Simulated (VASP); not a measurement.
# NaF (Fm-3m) in VASP: single point with HSE06

Aim: the single point of NaF with HSE06.

Program: VASP 6.6.1. These are calculated values, not measurements. Logs are shortened: lines on timing, memory, paths and dates and some standing lists are left out, and cuts for length are marked.

## Step 1: Starting point

The structure is cubic, space group Fm-3m (No. 225). The conventional cell has a = 4.624 Å, b = 4.624 Å, c = 4.624 Å, α = 90.00°, β = 90.00°, γ = 90.00°. Na (site symmetry m-3m) has 6 F at 2.31 Å as nearest neighbours. F (site symmetry m-3m) has 6 Na at 2.31 Å as nearest neighbours.

## Step 2: Single point, HSE06

Contents of POSCAR:

```
NaF
1.0
    0.0000000000      2.3121900000      2.3121900000
    2.3121900000      0.0000000000      2.3121900000
    2.3121900000      2.3121900000      0.0000000000
Na F
1 1
Direct
    0.0000000000      0.0000000000      0.0000000000
    0.5000000000      0.5000000000      0.5000000000
```

Contents of INCAR.step1:

```
SYSTEM = NaF
ALGO = Normal
EDIFF = 1E-5
ENCUT = 520
GGA = PE
ISIF = 2
ISMEAR = 0
LASPH = .True.
LREAL = .False.
LWAVE = .True.
NELM = 100
PREC = Accurate
SIGMA = 0.02
```

Contents of INCAR.step2:

```
SYSTEM = NaF
ALGO = Normal
EDIFF = 1E-6
ENCUT = 520
GGA = PE
HFSCREEN = 0.2
ISIF = 2
ISMEAR = 0
ISTART = 1
LASPH = .True.
LCHARG = .True.
LELF = .True.
LHFCALC = .True.
LREAL = .False.
LVHAR = .True.
LWAVE = .False.
NELM = 100
PREC = Accurate
PRECFOCK = Fast
SIGMA = 0.02
```

Contents of KPOINTS:

```
k-points
0
Gamma
  6 6 6
  0 0 0
```

Potentials or basis: VASP PAW PBE potentials, release 64 (Na_pv, F).

On the command line:

```
$ cat potpaw_PBE.64/Na_pv/POTCAR potpaw_PBE.64/F/POTCAR > POTCAR
$ cp INCAR.step1 INCAR
$ mpirun -np 1 vasp_std > vasp.out
$ cp INCAR.step2 INCAR
$ mpirun -np 1 vasp_std > vasp.out
```

OUTCAR:

```text
SYSTEM = NaF
   EDIFF = 1E-6
   ENCUT = 520
   GGA = PE
   HFSCREEN = 0.2
   ISIF = 2
   ISMEAR = 0
   ISTART = 1
   LASPH = .True.
   LHFCALC = .True.
   LREAL = .False.
   NELM = 100
   PREC = Accurate
   PRECFOCK = Fast

 ion  position               nearest neighbor table
   1  0.000  0.000  0.000-   2 2.31   2 2.31   2 2.31   2 2.31   2 2.31   2 2.31
   2  0.500  0.500  0.500-   1 2.31   1 2.31   1 2.31   1 2.31   1 2.31   1 2.31

  LATTYP: Found a face centered cubic cell.
 ALAT       =     4.6243800000

  Lattice vectors:

 A1 = (   0.0000000000,   2.3121900000,   2.3121900000)
 A2 = (   2.3121900000,   0.0000000000,   2.3121900000)
 A3 = (   2.3121900000,   2.3121900000,   0.0000000000)

Analysis of symmetry for initial positions (statically):
=====================================================================
 Subroutine PRICEL returns:
 Original cell was already a primitive cell.

 Routine SETGRP: Setting up the symmetry group for a
 face centered cubic supercell.

 Subroutine GETGRP returns: Found 48 space group operations
 (whereof 48 operations were pure point group operations)
 out of a pool of 48 trial point group operations.

The static configuration has the point symmetry O_h .

Analysis of symmetry for dynamics (positions and initial velocities):
=====================================================================
 Subroutine PRICEL returns:
 Original cell was already a primitive cell.

 Routine SETGRP: Setting up the symmetry group for a
 face centered cubic supercell.

 Subroutine GETGRP returns: Found 48 space group operations
 (whereof 48 operations were pure point group operations)
 out of a pool of 48 trial point group operations.

The dynamic configuration has the point symmetry O_h .

 Subroutine INISYM returns: Found 48 space group operations
 (whereof 48 operations are pure point group operations),
 and found     1 'primitive' translations

----------------------------------------------------------------------------------------

                                     Primitive cell

  volume of cell :      24.7230

  direct lattice vectors                    reciprocal lattice vectors
     0.000000000  2.312190000  2.312190000    -0.216245205  0.216245205  0.216245205
     2.312190000  0.000000000  2.312190000     0.216245205 -0.216245205  0.216245205
     2.312190000  2.312190000  0.000000000     0.216245205  0.216245205 -0.216245205

  length of vectors
     3.269930457  3.269930457  3.269930457     0.374547682  0.374547682  0.374547682

  position of ions in fractional coordinates (direct lattice)
     0.000000000  0.000000000  0.000000000
     0.500000000  0.500000000  0.500000000

  ion indices of the primitive-cell ions
   primitive index   ion index
                 1           1
                 2           2

----------------------------------------------------------------------------------------

 KPOINTS: k-points

Automatic generation of k-mesh.
 Grid dimensions read from file:
 generate k-points for:    6    6    6

 Generating k-lattice:

  Cartesian coordinates                     Fractional coordinates (reciprocal lattice)
    -0.036040867  0.036040867  0.036040867     0.166666667  0.000000000  0.000000000
     0.036040867 -0.036040867  0.036040867     0.000000000  0.166666667  0.000000000
     0.036040867  0.036040867 -0.036040867     0.000000000  0.000000000  0.166666667

  Length of vectors
     0.062424614  0.062424614  0.062424614

  Shift w.r.t. Gamma in fractional coordinates (k-lattice)
     0.000000000  0.000000000  0.000000000

 Subroutine IBZKPT returns following result:
 ===========================================

 Found     16 irreducible k-points:

 Following reciprocal coordinates:
            Coordinates               Weight
  0.000000  0.000000  0.000000      1.000000
  0.166667  0.000000  0.000000      8.000000
  0.333333  0.000000  0.000000      8.000000
  0.500000  0.000000  0.000000      4.000000
  0.166667  0.166667  0.000000      6.000000
  0.333333  0.166667  0.000000     24.000000
[... 8 lines left out ...]
 -0.333333  0.333333  0.166667     24.000000
 -0.333333  0.500000  0.166667     12.000000
   k-points           NKPTS =     16   k-points in BZ     NKDIM =    216   number of bands    NBANDS=     11
   number of dos      NEDOS =    301   number of ions     NIONS =      2
   total plane-waves  NPLWV =  13824
   dimension x,y,z NGX =    24 NGY =   24 NGZ =   24
   dimension x,y,z NGXF=    48 NGYF=   48 NGZF=   48
   ions per type =               1   1
   NGX,Y,Z   is equivalent  to a cutoff of  12.20, 12.20, 12.20 a.u.
   NGXF,Y,Z  is equivalent  to a cutoff of  24.40, 24.40, 24.40 a.u.
 SYSTEM =  NaF
   PREC   = accura    normal or accurate (medium, high low for compatibility)
   ISTART =      1    job   : 0-new  1-cont  2-samecut
   ICHARG =      0    charge: 1-file 2-atom 10-const
   ISPIN  =      1    spin polarized calculation?
   LNONCOLLINEAR =      F non collinear calculations
   LSORBIT =      F    spin-orbit coupling
   LASPH  =      T    aspherical Exc in radial PAW
   ENCUT  =  520.0 eV  38.22 Ry    6.18 a.u.   6.08  6.08  6.08*2*pi/ulx,y,z
   NELM   =    100;   NELMIN=  2; NELMDL=  0     # of ELM steps
   EDIFF  = 0.1E-05   stopping-criterion for ELM
   LREAL  =      F    real-space projection
   EDIFFG = 0.1E-04   stopping-criterion for IOM
   NSW    =      0    number of steps for IOM
   IBRION =     -1    ionic relax: 0-MD 1-quasi-New 2-CG
   NFREE  =      0    steps in history (QN), initial steepest desc. (CG)
   ISIF   =      2    stress and relaxation
   ISYM   =      3    0-nonsym 1-usesym 2-fastsym
   POTIM  = 0.5000    time-step for ionic-motion
   TEBEG  =    0.0;   TEEND  =   0.0 temperature during run
   PSTRESS=    0.0 pullay stress
   NELECT =      14.0000    total number of electrons
   NUPDOWN=      -1.0000    fix difference up-down
   EMIN   =  10.00;   EMAX   =-10.00  energy-range for DOS
   EFERMI =   0.00;   METHOD = LEGACY
   ISMEAR =     0;   SIGMA  =   0.02  broadening in eV -4-tet -1-fermi 0-gaus
   EFERMI_NEDOS =   21; number of points for ismear=-14 and -15
   IALGO  =     38    algorithm
   IMIX   =      1    mixing-type and parameters
     AMIX     =   0.40;   BMIX     =  1.00
     AMIX_MAG =   1.60;   BMIX_MAG =  1.00
  volume/ion in A,a.u.               =      12.36        83.42
  Fermi-wavevector in a.u.,A,eV,Ry     =   1.354412  2.559467 24.958945  1.834431
  Thomas-Fermi vector in A             =   2.481585
   LORBIT       =      0    0 simple, 1 ext, 2 COOP (PROOUT), +10 PAW based schemes
   GGA     = PE    functional components
   LHFCALC =     T    Hartree Fock is set to
   PRECFOCK=fast      Normal, Fast or Accurate (Low or Medium for compatibility)
   ENCUT4O =  -1.0   cutoff for four orbital integrals eV
   NKREDX  =     1    reduce k-point grid by
   NKREDY  =     1    reduce k-point grid by
   NKREDZ  =     1    reduce k-point grid by
   AEXX    =    0.2500 exact exchange contribution
   HFSCREEN=    0.2000 screening length (either q_TF or 0.3 A-1)
   HFSCREENC=   0.2000 screening length for correlation (either q_TF or 0.3 A-1)
   ENCUTFOCK=  -1.0 apply spherical cutoff to Coloumb kernel
   IVDW    =     0    specifies the selected vdW correction
   LEPSILON=     F    determine dielectric tensor
   LRPA    =     F    only Hartree local field effects (RPA)
 non-spin polarized calculation
 Gauss-broadening in eV      SIGMA  =   0.02
  energy-cutoff  :      520.00
  volume of cell :       24.72
 maximum number of plane-waves:       680
  NGX = 14; NGY = 14; NGZ = 14

 number of electron      13.9999984 magnetization

 Free energy of the ion-electron system (eV)
  ---------------------------------------------------
  ext. energy  EPLUGINS =         0.00000000
  ---------------------------------------------------
  free energy    TOTEN  =       -10.32911424 eV

  energy without entropy =      -10.32911424  energy(sigma->0) =      -10.32911424

 E-fermi :  -3.5391     XC(G=0):  -7.5174

 val. band max:       -3.7540023124   @ k =   0.0000   0.0000   0.0000
 cond. band min:       4.7581547140   @ k =   0.0000   0.0000   0.0000
 fundamental gap:      8.5121570264
 Fermi energy:        -3.5390644464

 k-point     1 :       0.0000    0.0000    0.0000
  band No.  band energies     occupation
      1     -24.4965      2.00000
      2     -24.1064      2.00000
      3     -24.1064      2.00000
      4     -24.1064      2.00000
      5      -3.7541      2.00000
      6      -3.7541      2.00000
      7      -3.7540      2.00000
      8       4.7582      0.00000
      9      17.6760      0.00000
     10      17.6760      0.00000
     11      17.6760      0.00000

 k-point     2 :       0.1667    0.0000    0.0000
  band No.  band energies     occupation
      1     -24.7365      2.00000
      2     -24.1091      2.00000
      3     -24.1091      2.00000
      4     -23.8282      2.00000
      5      -4.2356      2.00000
      6      -3.8233      2.00000
      7      -3.8232      2.00000
      8       5.6978      0.00000
      9      15.1112      0.00000
     10      18.1041      0.00000
     11      18.1041      0.00000

 k-point     3 :       0.3333    0.0000    0.0000
  band No.  band energies     occupation
      1     -24.9831      2.00000
      2     -24.1144      2.00000
      3     -24.1144      2.00000
      4     -23.5034      2.00000
      5      -5.0406      2.00000
      6      -3.9590      2.00000
      7      -3.9589      2.00000
      8       7.7449      0.00000
      9      12.6146      0.00000
     10      18.7726      0.00000
     11      18.7726      0.00000
[... 155 lines left out ...]
 k-point    15 :      -0.3333    0.3333    0.1667
  band No.  band energies     occupation
      1     -24.7983      2.00000
      2     -24.1788      2.00000
      3     -24.1561      2.00000
      4     -23.6022      2.00000
      5      -4.9304      2.00000
      6      -4.5167      2.00000
      7      -4.1914      2.00000
      8      10.9895      0.00000
      9      11.5553      0.00000
     10      14.9141      0.00000
     11      16.8649      0.00000

 k-point    16 :      -0.3333    0.5000    0.1667
  band No.  band energies     occupation
      1     -24.6027      2.00000
      2     -24.2202      2.00000
      3     -24.1785      2.00000
      4     -23.7618      2.00000
      5      -4.8839      2.00000
      6      -4.4366      2.00000
      7      -4.3130      2.00000
      8      11.8092      0.00000
      9      11.8332      0.00000
     10      13.3388      0.00000
     11      16.5952      0.00000

------------------------ aborting loop because EDIFF is reached ----------------------------------------

  FORCE on cell =-STRESS in cart. coord.  units (eV):
  Direction    XX          YY          ZZ          XY          YZ          ZX
  --------------------------------------------------------------------------------------
  -------------------------------------------------------------------------------------
  Total        0.0841632      0.0841632      0.0841632      0.0000000      0.0000000      0.0000000
  in kB        5.4542179      5.4542179      5.4542179      0.0000000      0.0000000      0.0000000
  external PRESSURE =       5.4542179 kB  Pullay stress =       0.0000000 kB

 VOLUME and BASIS-vectors are now :
 -----------------------------------------------------------------------------
  energy-cutoff  :      520.00
  volume of cell :       24.72
      direct lattice vectors                 reciprocal lattice vectors
     0.000000000  2.312190000  2.312190000    -0.216245205  0.216245205  0.216245205
     2.312190000  0.000000000  2.312190000     0.216245205 -0.216245205  0.216245205
     2.312190000  2.312190000  0.000000000     0.216245205  0.216245205 -0.216245205

 POSITION                                       TOTAL-FORCE (eV/Angst)
 -----------------------------------------------------------------------------------
      0.00000      0.00000      0.00000         0.000000     -0.000000      0.000000
      2.31219      2.31219      2.31219        -0.000000      0.000000     -0.000000
 -----------------------------------------------------------------------------------
    total drift:                               -0.000000     -0.000000     -0.000000

  FREE ENERGIE OF THE ION-ELECTRON SYSTEM (eV)
  ---------------------------------------------------
  free  energy   TOTEN  =       -10.3291142359 eV

  energy  without entropy=      -10.3291142359  energy(sigma->0) =      -10.32911424
```

Wall time 2.1 min (1 thread of Intel Xeon Platinum 8488C (Sapphire Rapids), shared host); peak memory 0.23 GiB.

What came out:

```
Free energy            : -10.3291 eV
Pressure               : 0.5 GPa
Band gap on the k mesh : 8.51 eV, direct
```

Caveat: the PAW data sets were made with another functional, which shifts forces and pressure a little.
